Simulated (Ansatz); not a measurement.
Hf:

```
CELL_PARAMETERS angstrom
3.19670 0.00000 0.00000
-1.59835 2.76842 0.00000
0.00000 0.00000 5.05780
ATOMIC_POSITIONS crystal
Hf 0.66667 0.33333 0.75000
Hf 0.33333 0.66667 0.25000
```

| Item | Value |
| --- | --- |
| Program | Ansatz 0.2.0 |
| Task | relaxation of cell and atoms |
| Functional | RPBE |
| Dispersion | D3(BJ) |
| Potentials or basis | Ansatz PAW |
| Cutoff | 420 eV (not typed: the program's choice for these potentials) |
| k mesh | 10 × 10 × 5 |
| Occupations | fermi-dirac, width 0.05 eV |
| Spin | no spin polarisation |

At the start: volume 22.38 Å³/atom.

**Question.** How do energy, volume and symmetry change on relaxing?

**Answer.** It ends after 6 steps and the volume is 18.10 Å³/atom (-19.1 %); space group P6_3/mmc (No. 194, to 0.05 Å).

The path:
| step | energy change (eV) | largest force (eV/Å) | volume (Å³) |
| --- | --- | --- | --- |
| 1 | 0.0000 | 0.0000 | 44.76 |
| 2 | -0.6756 | 0.0000 | 38.59 |
| 3 | -0.7433 | 0.0000 | 35.61 |
| 4 | -0.7479 | 0.0000 | 36.24 |
| 5 | -0.7480 | 0.0000 | 36.21 |
| 6 | -0.7457 | 0.0000 | 36.21 |

Final structure:
```
Hf
1.0
     2.96706    0.00000    0.00000
    -1.48353    2.56955    0.00000
     0.00000    0.00000    4.74937
Hf
2
Direct
  0.66667 0.33333 0.75000
  0.33333 0.66667 0.25000
```

Caveat: the volume moved by over 15 % at a fixed basis, so the end points are rough; the plane-wave basis is chosen anew once the cell has moved, so the energies of steps on either side of that aren't comparable; the volume moved by -19 % from the deposited cell, more than functionals usually miss; pairwise dispersion overbinds metals, which lowers pressure and volume; the PAW data sets come from PBE, with cores solved anew for the run's functional, which leaves a small shift of forces and pressure.
